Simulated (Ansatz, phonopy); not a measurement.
# Grüneisen parameters and expansion of BeS (F-43m), part 4 of 4

Aim: how the vibrations of BeS shift with volume, and the expansion that follows.

What experiment has found for this phase:
- heat capacity C_P per formula unit 34.2 J/mol/K and bulk modulus 105 GPa near room temperature (given in “High-Throughput Prediction of Finite-Temperature Properties using the Quasi-Harmonic Approximation”, 2016, arXiv:1603.06924)

Ansatz 0.2.0; DFT PBE, scalar-relativistic, plane waves, PAW.

So far. Step 13 (Lattice dynamics at this volume, V/V0 0.97): No mode is imaginary beyond numerical noise at the solved wavevectors. The highest zone-centre mode (no LO–TO term) moved by +4.5 % for a volume change of -3.0 %. Step 14 (A cell at another volume, V/V0 1.05): The run ends at a pressure of -4.13 GPa.

The database entry behind the starting cell differs from later determinations by our own check (0.1 to 0.3 % short, probably kX units), so it need not match the best structure at ambient conditions.

## Step 15: Lattice dynamics at this volume, V/V0 1.05

Phonons at this volume give one point of F(V, T); meshes stay fixed along the series.

File input.yaml:

```yaml
crystal:
  lattice:
    - [0.0, 2.4779807414, 2.4779807414]
    - [2.4779807414, 0.0, 2.4779807414]
    - [2.4779807414, 2.4779807414, 0.0]
  atoms:
    - { symbol: Be, position: [0.0, 0.0, 0.0] }
    - { symbol: S, position: [0.25, 0.25, 0.25] }
kpoints:
  mp_grid: { grid: [8, 8, 8] }
hamiltonian:
  xc: pbe
scf:
  occupations: { method: fixed }
output:
  eigenvalues: true
phonons:
  method: dfpt
  dielectric: true
  rigid_motions: translations
  qmesh: [4, 4, 4]
  temperatures: { t_max: 1000, t_step: 50 }
  qpath:
    path:
      - [[0.0, 0.0, 0.0], [-0.5, -0.5, 0.0], [-0.375, -0.375, 0.25]]
      - [[-0.375, 0.0, 0.375], [0.0, 0.0, 0.0], [0.0, 0.0, 0.5], [-0.5, -0.25, 0.25], [-0.5, -0.5, 0.0]]
    npoints: 10
```

Started as:

```bash
$ ansatz run input.yaml --threads 2 --pin off --max-ram 5120MiB --backend cpu --events-out ev --progress --plain --runs-dir out
```

Numbers of over 12 decimals in the logs are rounded to 6 here.

Output:

```text
[...]
Crystal: 2 atoms, lattice volume = 30.432 Å³
Basis set: ecut = 420 eV, 609 PW (Γ), exchange–correlation on 48×48×48 points (8 copies of the dense FFT grid, shifted against one another)
Bands: 8, of which v1, the nominal top of the filled ones, is band 4 counted from 1 (3 counted from 0)
Symmetry: 24 space group operations
k-points: 95 of 512 (irreducible under 4 space group operations, time reversal used)
[...]
optical modes at Γ + LO–TO along q̂ = [0.0000, 1.0000, 0.0000]:
      ω (cm⁻¹)  modes    IR ((D/Å)²/amu)
        518.45      2            18.4162
        627.33      1             9.2081
  optical modes at Γ + LO–TO along q̂ = [0.0000, 0.0000, 1.0000]:
      ω (cm⁻¹)  modes    IR ((D/Å)²/amu)
        518.45      2            18.4162
        627.33      1             9.2081
--- Phonons (arbitrary-q DFPT): 8 irreducible q on the 4×4×4 mesh ---
[...]
interpolated dispersion: 63 rows × 6 modes
[...]
[key lines of the parts left out:]
SCF converged after 8 iterations
Free energy (F): -996.946081 eV
Fermi energy:    4.618203 eV
```

It took 48 s on 2 threads of Arm Neoverse V2, shared host; peak memory 0.59 GiB; 88 s of CPU time.

No mode is imaginary beyond numerical noise at the solved wavevectors. The highest zone-centre mode (no LO–TO term) moved by -7.1 % for a volume change of +5.0 %.

## Step 16: How the modes move with volume

This step: DFT PBE, scalar-relativistic, plane waves, PAW (phonopy 4.10.0).

Numbers from this step:

| Quantity | Value |
| --- | --- |
| share of modes with a negative Grüneisen parameter | 0.079 |

Mean Grüneisen, by row:

```csv
T (K),heat-capacity-weighted mean,root mean square
50,0.263,0.409
100,0.4,0.621
200,0.736,0.983
300,0.862,1.091
500,0.935,1.148
800,0.961,1.167
```

Table of mean mode Grueneisen parameter by wavenumber:

```csv
wavenumber (cm⁻¹),mean mode Grueneisen parameter
11,-
33,0.314
77,0.426
99,0.361
142,0.256
164,0.151
186,0.154
230,0.175
252,0.358
274,0.465
318,0.959
340,0.946
384,-
406,-
427,-
471,-
493,1.95
515,1.83
559,1.48
581,1.1
625,1.02
647,0.978
```

Volume series, by row:

```csv
V/V0,V (Å³/atom),pressure (GPa),E - E0 (meV/atom),gap (eV),zero-point energy (meV/atom),lowest on the path (cm⁻¹),highest at Gamma without the LO-TO term (cm⁻¹)
0.97,14.06,3.007,3.991,3.077,76.76,0,583
0.985,14.27,1.453,0.977,3.112,75.39,0,570.3
1,14.49,0.007,0,3.145,74.05,0,557.8
1.015,14.71,-1.339,0.914,3.177,72.74,0,545.7
1.03,14.93,-2.591,3.589,3.207,71.46,0,533.8
1.05,15.22,-4.127,9.69,3.245,69.78,0,518.5
```

Optical frequency at Gamma without the LO-TO term, mode 4 against V/V0:

```csv
V/V0,"optical frequency at Gamma without the LO-TO term, mode 4 (cm⁻¹)"
0.9700,583
0.9850,570
1.0000,558
1.0150,546
1.0300,534
1.0500,518
```

Grüneisen at points, by row:

```csv
point,branch,frequency (cm⁻¹),mode Grüneisen parameter
Γ,4,557.8,1.47
Γ,6,657.2,0.96
X,1,234.3,-0.21
X,3,368.1,1.06
X,4,499.4,1.99
X,6,650.2,0.96
U,1,223.2,-0.12
U,2,294.4,0.18
U,3,339.6,1.07
U,4,507.7,1.9
U,5,508,1.89
U,6,602,1.08
K,1,223.2,-0.12
K,2,294.4,0.18
K,3,339.6,1.07
K,4,507.7,1.9
K,5,508,1.89
K,6,602,1.08
L,1,165.6,-0.24
L,3,367.6,0.97
L,4,537,1.67
L,6,603.8,1.09
W,1,272.5,0.19
W,2,282.3,0.16
W,3,327.6,1.07
W,4,507.5,1.94
W,5,530.7,1.8
W,6,567.7,1.09
```

## Step 17: Free-energy fit

Numbers from this step:

| Quantity | Value |
| --- | --- |
| volume expansion coefficient at 300 K | 20.73 1e-6/K |
| isothermal bulk modulus at 300 K | 88.97 GPa |
| C_P at 300 K | 18.50 J/mol-atom/K |
| Grüneisen parameter at 300 K | 0.886 |

The energy (each curve on its own zero) by volume; values in meV/atom:

```csv
volume (Å³/atom),static,F at 0 K,F at 300 K,F at 900 K
14.056,3.99,7.38,8.16,13.2
14.274,0.98,3,3.5,6.58
14.491,0,0.69,0.88,2.02
14.709,0.91,0.29,0.17,-0.66
14.926,3.59,1.68,1.24,-1.6
15.216,9.69,6.11,5.2,-0.35
```

Phonopy-qha, vinet fit of F(V) at each temperature; no electronic free energy. Qha vinet, by row:

```csv
T (K),fitted volume (Å³/atom),alpha_V (1e-6/K),B_T (GPa),C_P (J/mol-atom/K),Grueneisen
100,14.65,3.09,90.53,5.523,0.4439
150,14.65,7.92,90.31,9.986,0.6303
200,14.66,13.11,89.94,13.69,0.7606
250,14.67,17.43,89.49,16.48,0.8385
300,14.68,20.73,88.97,18.5,0.8861
350,14.7,23.21,88.42,19.97,0.9167
400,14.72,25.11,87.85,21.05,0.9378
450,14.74,26.6,87.27,21.87,0.953
500,14.76,27.79,86.68,22.5,0.9647
550,14.78,28.78,86.07,22.99,0.9739
600,14.8,29.62,85.46,23.39,0.9815
650,14.82,30.35,84.85,23.72,0.9879
700,14.85,30.99,84.23,24,0.9936
750,14.87,31.58,83.61,24.24,0.9987
800,14.89,32.12,82.98,24.44,1.003
850,14.92,32.63,82.35,24.62,1.008
```

The volume expansion coefficient, phonopy-qha, Vinet by temperature:

```csv
temperature (K),"volume expansion coefficient, phonopy-qha, Vinet (1e-6/K)"
75,1.47
100,3.09
125,5.33
150,7.92
175,10.6
200,13.1
225,15.4
250,17.4
275,19.2
300,20.7
325,22.1
350,23.2
375,24.2
400,25.1
425,25.9
450,26.6
475,27.2
500,27.8
525,28.3
550,28.8
575,29.2
600,29.6
625,30.0
650,30.4
675,30.7
700,31.0
725,31.3
750,31.6
775,31.9
800,32.1
825,32.4
850,32.6
875,32.9
```

The fit gives a volume expansion of 20.7 × 10⁻⁶/K at 300 K.

## Step 18: Outcome

```yaml
volume_expansion_coefficient_at_300_k: 20.73 1e-6/K
isothermal_bulk_modulus_at_300_k: 88.97 GPa
c_p_at_300_k: 18.50 J/mol-atom/K
grueneisen_parameter_at_300_k: 0.886
mean_mode_grueneisen_parameter_at_300_k: 0.862
```

Near room temperature BeS expands by 20.7 × 10⁻⁶/K in volume by PBE, with C_P = 18.5 J/(mol K) per mole of atoms and B_T = 89.0 GPa. C_P at room temperature is 74 % of the classical 3R an atom, so the stiffest modes are still partly frozen out. A measured bulk modulus near room temperature is 105 GPa (arXiv:1603.06924); the calculated 89.0 GPa differs by -15 %. The table does not say whether its value is isothermal or adiabatic. A measured heat capacity per formula unit near room temperature is 34.2 J/mol/K (arXiv:1603.06924); the calculated 37.0 J/mol/K differs by +8 %. The heat-capacity-weighted Grüneisen parameter goes from 0.263 at 50 K to 0.961 at 800 K; 8 % of the modes stiffen on expansion. Weighting γ by the density of states and each mode's heat capacity at 300 K, modes below 220 cm⁻¹ give about 6 % of the sum of γC that drives the expansion, those up to 440 cm⁻¹ 24 % and the rest 70 %. Among the labelled points γ is largest for branch 4 at X (499 cm⁻¹, 2.0) and most negative for branch 1 at L (166 cm⁻¹, -0.24). The interpolation has no quadrupole term, so branches near the zone centre are less sure, since this crystal has sites that are not centres of inversion.

[Logs are printed without paths, hosts, clocks, repeated set-up lines and the standing remarks that a program may print on its own settings, such as how far it seeks lower states.]

[Hosts, paths, dates, database ids (printed as entryN), source tags and the programs' standing remarks are cut or masked in the printed files.]

[A step with changed settings may run another functional than the one named; its input shows which.]

[Of the runs on displaced cells, only some may be shown.]
